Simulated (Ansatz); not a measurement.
LiH (CsCl type), relaxed with r2SCAN: 6 runs in the PAW code Ansatz, each a construction of maximally localised Wannier functions. It is cubic, Pm-3m (No. 221); conventional cell a = 2.502 Å, 7.83 Å³ an atom. Around Li lie 8 H at 2.17 Å; around H lie 8 Li at 2.17 Å. The structure was generated, not taken from experiment, and needn't be the ground state; spin polarisation is off.

```xyz
2
Lattice="2.5017 0.0000 0.0000 0.0000 2.5017 0.0000 0.0000 0.0000 2.5017" Properties=species:S:1:pos:R:3 pbc="T T T"
Li    0.0000    0.0000    0.0000
H     1.2508    1.2508    1.2508
```

Windows count from the top of the filled bands; a dash means that no such window was set (without an outer window there is no disentanglement). Rows marked drawn have settings drawn at random (some not listed).

```json
{"functional": "PBE", "SCF mesh": "8×8×8", "trial orbitals": "H s", "functions": "1", "mesh": "6×6×6", "window (eV)": "–", "frozen (eV)": "–", "settings": "chosen", "Ω total (Å²)": "1.33", "Ω invariant (Å²)": "1.33", "largest spread (Å²)": "1.33", "least projectability": "0.89", "interpolation miss of the model's filled bands (eV, to the nearest computed level)": "0.082"}
{"functional": "PBE", "SCF mesh": "8×8×8", "trial orbitals": "H s", "functions": "1", "mesh": "4×4×4", "window (eV)": "–", "frozen (eV)": "–", "settings": "chosen", "Ω total (Å²)": "1.14", "Ω invariant (Å²)": "1.14", "largest spread (Å²)": "1.14", "least projectability": "0.92", "interpolation miss of the model's filled bands (eV, to the nearest computed level)": "0.314"}
{"functional": "PBE", "SCF mesh": "8×8×8", "trial orbitals": "H s", "functions": "1", "mesh": "10×10×10", "window (eV)": "–", "frozen (eV)": "–", "settings": "chosen", "Ω total (Å²)": "1.46", "Ω invariant (Å²)": "1.46", "largest spread (Å²)": "1.46", "least projectability": "0.90", "interpolation miss of the model's filled bands (eV, to the nearest computed level)": "0.014"}
{"functional": "r2SCAN", "SCF mesh": "8×8×8", "trial orbitals": "H s", "functions": "1", "mesh": "6×6×6", "window (eV)": "–", "frozen (eV)": "–", "settings": "chosen", "Ω total (Å²)": "1.27", "Ω invariant (Å²)": "1.27", "largest spread (Å²)": "1.27", "least projectability": "0.91", "interpolation miss of the model's filled bands (eV, to the nearest computed level)": "0.072"}
{"functional": "HSE06", "SCF mesh": "6×6×6", "trial orbitals": "H s", "functions": "1", "mesh": "6×6×6", "window (eV)": "–", "frozen (eV)": "–", "settings": "chosen", "Ω total (Å²)": "1.29", "Ω invariant (Å²)": "1.29", "largest spread (Å²)": "1.29", "least projectability": "0.90", "interpolation miss of the model's filled bands (eV, to the nearest computed level)": "–"}
{"functional": "PBE", "SCF mesh": "8×8×8", "trial orbitals": "H s", "functions": "1", "mesh": "2×2×2", "window (eV)": "–", "frozen (eV)": "–", "settings": "drawn", "Ω total (Å²)": "0.73", "Ω invariant (Å²)": "0.73", "largest spread (Å²)": "0.73", "least projectability": "0.96", "interpolation miss of the model's filled bands (eV, to the nearest computed level)": "1.355"}
```

For H s with PBE the spread goes 1.14 Å² (4×4×4), 1.33 Å² (6×6×6), 1.46 Å² (10×10×10): finite differences on a coarse mesh understate it.
